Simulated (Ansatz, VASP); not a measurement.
**Br in VASP and in Ansatz**

The input INCAR:

```
SYSTEM = Br
PREC = Accurate
ENCUT = 520
EDIFF = 1E-6
ISMEAR = -1
SIGMA = 0.1
LREAL = .FALSE.
LASPH = .TRUE.
NELM = 100
ALGO = Normal
ISIF = 2
LWAVE = .FALSE.
LCHARG = .FALSE.
GGA = PS
NBANDS = 14
```

Contents of KPOINTS:

```
regular mesh
0
G
  14 14 8
  0 0 0
```

Contents of POSCAR:

```
Br
1.0
    3.5841424329      0.0000000001      0.0000000000
   -1.7920712165      3.1039583976      0.0000000000
    0.0000000000      0.0000000000      4.2898765823
Br
2
Direct
    0.3333333333      0.6666666667      0.2500000000
    0.6666666667      0.3333333333      0.7500000000
```

Input for Ansatz:

```yaml
crystal:
  lattice:
    - [3.5841424329, 1.0e-10, 0.0]
    - [-1.7920712165, 3.1039583976, 0.0]
    - [0.0, 0.0, 4.2898765823]
  atoms:
    - { symbol: Br, position: [0.3333333333, 0.6666666667, 0.25] }
    - { symbol: Br, position: [0.6666666667, 0.3333333333, 0.75] }
kpoints:
  mp_grid: { grid: [14, 14, 8] }
scf:
  occupations: { method: fermi_dirac, width: 0.1 }
hamiltonian:
  xc: pbesol
  pseudopotentials: { kind: paw }
output:
  forces: true
  stress: true
  eigenvalues: true
  populations: true
```

Change from the starting cell: volume scaled by 0.92, PAW files.

Alike in both runs: task single point; functional PBEsol; k mesh 14 × 14 × 8; occupations fermi-dirac, width 0.1 eV; no spin polarisation.

```csv
,VASP,Ansatz
version,VASP 6.6.1,Ansatz 0.2.0
potentials or method,"VASP PAW PBE potentials, release 64 (Br)","PAW with Ansatz's default frozen-core files, scalar-relativistic"
plane-wave cutoff (eV),520,420
valence electrons in the cell,14,14
```

|  | VASP | Ansatz | Ansatz less VASP |
| --- | --- | --- | --- |
| pressure (GPa) | 3.1 | 3.0 | -0.04 |

The functional is the same, so the differences come from potentials, cutoffs and numerics.

Caveats: the PAW data sets were made with another functional, which shifts forces and pressure a little (VASP).
